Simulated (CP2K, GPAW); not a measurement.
Given: the input of a run of GPAW 26.7.0 (ASE script) on Se (Selenium). 

Contents of run.py:

```python
from ase import Atoms
from ase.dft.bandgap import bandgap
from ase.io import write
from ase.units import GPa
from gpaw import GPAW, PW

atoms = Atoms(['Se', 'Se', 'Se'],
              cell=[[4.3662, 0.0, 0.0],
                    [-2.1831, 3.781240118, 0.0],
                    [0.0, 0.0, 4.9536]],
              scaled_positions=[[0.7746, 0.7746, 0.0],
                                [0.2254, 0.0, 0.3333333333],
                                [0.0, 0.2254, 0.6666666667]],
              pbc=True)

calc = GPAW(mode=PW(600),
            xc='PBE',
            kpts={'size': (7, 7, 6), 'gamma': True},
            occupations={'name': 'methfessel-paxton', 'order': 0, 'width': 0.02},
            nbands=19,
            convergence={'density': 1e-05, 'energy': 1e-05},
            maxiter=150,
            txt='gpaw.txt')
atoms.calc = calc
energy = atoms.get_potential_energy()
forces = atoms.get_forces()
stress = atoms.get_stress()
calc.write('gs.gpw')
write('result.traj', atoms)
print(f'Energy: {energy:.6f} eV')
print('Forces (eV/A):')
print(forces.round(4))
print('Stress (GPa):', (stress / GPa).round(3))
print('Fermi level:', round(calc.get_fermi_level(), 4), 'eV')
print(f'Gap: {bandgap(calc)[0]:.4f} eV, direct: {bandgap(calc, direct=True)[0]:.4f} eV')
```

Potentials or basis: GPAW PAW data sets (gpaw-data 1.2.1), pw.

Run with:

```console
$ OMP_NUM_THREADS=1 python run.py
```

Question: What does the same run look like in CP2K 2026.2? Potentials or basis there: POTENTIAL_UZH Se GTH-PBE-q6; TZVP-MOLOPT-PBE-GTH basis.

Answer: As run (cutoffs and basis follow the program's own potentials, and thresholds, step limits or extra output files can differ):

File se_scf.inp:

```
&GLOBAL
  PROJECT se_scf
  RUN_TYPE ENERGY_FORCE
  PRINT_LEVEL LOW
&END GLOBAL
&FORCE_EVAL
  METHOD QS
  STRESS_TENSOR ANALYTICAL
  &DFT
    BASIS_SET_FILE_NAME BASIS_MOLOPT_UZH
    POTENTIAL_FILE_NAME POTENTIAL_UZH
    &MGRID
      CUTOFF 450
      REL_CUTOFF 60
      NGRIDS 5
    &END MGRID
    &QS
      METHOD GPW
      EPS_DEFAULT 1.0E-10
    &END QS
    &KPOINTS
      SCHEME MONKHORST-PACK 7 7 6
      GAMMA_CENTERED T
      SYMMETRY T
      SYMMETRY_BACKEND SPGLIB
    &END KPOINTS
    &SCF
      SCF_GUESS ATOMIC
      EPS_SCF 1.0E-6
      MAX_SCF 100
      ADDED_MOS 12
      CHOLESKY OFF
      EPS_EIGVAL 1.0E-7
      &DIAGONALIZATION ON
        ALGORITHM STANDARD
      &END DIAGONALIZATION
      &MIXING ON
        METHOD BROYDEN_MIXING
        ALPHA 0.4
        BETA 1.5
        NBUFFER 8
      &END MIXING
      &SMEAR ON
        METHOD GAUSSIAN
        SIGMA [eV] 0.02
      &END SMEAR
    &END SCF
    &XC
      &XC_FUNCTIONAL PBE
      &END XC_FUNCTIONAL
    &END XC
    &PRINT
      &KPOINTS ON
      &END KPOINTS
      &MULLIKEN ON
      &END MULLIKEN
      &MO ON
        ENERGIES T
        OCCUPATION_NUMBERS T
        &EACH
          QS_SCF 0
        &END EACH
        ADD_LAST NUMERIC
      &END MO
    &END PRINT
  &END DFT
  &SUBSYS
    &CELL
      A 4.3662000000 0.0000000000 0.0000000000
      B -2.1831000000 3.7812401180 0.0000000000
      C 0.0000000000 0.0000000000 4.9536000000
      PERIODIC XYZ
    &END CELL
    &COORD
      SCALED
      Se  0.7746000000 0.7746000000 0.0000000000
      Se  0.2254000000 0.0000000000 0.3333333333
      Se  0.0000000000 0.2254000000 0.6666666667
    &END COORD
    &KIND Se
      BASIS_SET TZVP-MOLOPT-PBE-GTH-q6
      POTENTIAL GTH-PBE-q6
    &END KIND
    &PRINT
      &ATOMIC_COORDINATES ON
      &END ATOMIC_COORDINATES
      &CELL ON
      &END CELL
    &END PRINT
  &END SUBSYS
  &PRINT
    &FORCES ON
    &END FORCES
    &STRESS_TENSOR ON
    &END STRESS_TENSOR
  &END PRINT
&END FORCE_EVAL
```

Potentials or basis: POTENTIAL_UZH Se GTH-PBE-q6; TZVP-MOLOPT-PBE-GTH basis.

The run is started by

```sh
$ OMP_NUM_THREADS=1 cp2k.psmp -i se_scf.inp -o se_scf.out
```

Both were run:

|  | GPAW | CP2K |
| --- | --- | --- |
| Pressure | 2.8 GPa | 3.6 GPa |

Pressure is positive in compression.
